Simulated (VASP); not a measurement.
Here is a VASP 6.6.1 calculation.

Contents of INCAR:

```
ALGO = Normal ; BPARAM = 11.95
CPARAM = 0.0093 ; EDIFF = 1E-6
EDIFFG = -0.005 ; ENCUT = 600
IBRION = 2 ; ISIF = 3
ISMEAR = 0 ; IVDW_NL = 2
KPAR = 4 ; LASPH = T
LATTICE_CONSTRAINTS = .TRUE. .TRUE. .FALSE. ; LCHARG = F
LMIXTAU = T ; LREAL = F
LUSE_VDW = T ; LWAVE = F
METAGGA = R2SCAN ; NELM = 120
NSW = 40 ; PREC = Accurate
SIGMA = 0.03
```

The input KPOINTS:

```
k-points
0
Gamma
  12 12 1
```

The input POSCAR:

```
PtSe2
1.0
    3.7300000000      0.0000000000      0.0000000000
   -1.8650000000      3.2302747600      0.0000000000
    0.0000000000      0.0000000000     18.6200000000
Se Pt
2 1
Direct
    0.3333330000      0.6666670000      0.4296455400
    0.6666670000      0.3333330000      0.5703544600
    0.0000000000      0.0000000000      0.5000000000
```

Potentials or basis: VASP PAW PBE potentials, release 64 (Se, Pt).

Launch:

```console
$ cat potpaw_PBE.64/Se/POTCAR potpaw_PBE.64/Pt/POTCAR > POTCAR
$ mpirun -np 4 vasp_std > vasp.out
```

(1) Predict the band gap on the k mesh.

(2) What does it give for the relaxed volume?

(3) Estimate the space group after relaxing (to 0.05 Å).

(4) Predict the relaxed cell.

Results:

(1) 1.57 eV, indirect (least direct gap 1.90 eV).

(2) 73.16 Å³/atom.

(3) P-3m1 (No. 164).

(4) a = 3.689 Å, b = 3.689 Å, c = 18.620 Å, α = 90.00°, β = 90.00°, γ = 120.00°.

Caveat: the PAW data sets were made with another functional, which shifts forces and pressure a little; spin-orbit coupling is left out, which moves the levels of the heavy elements.
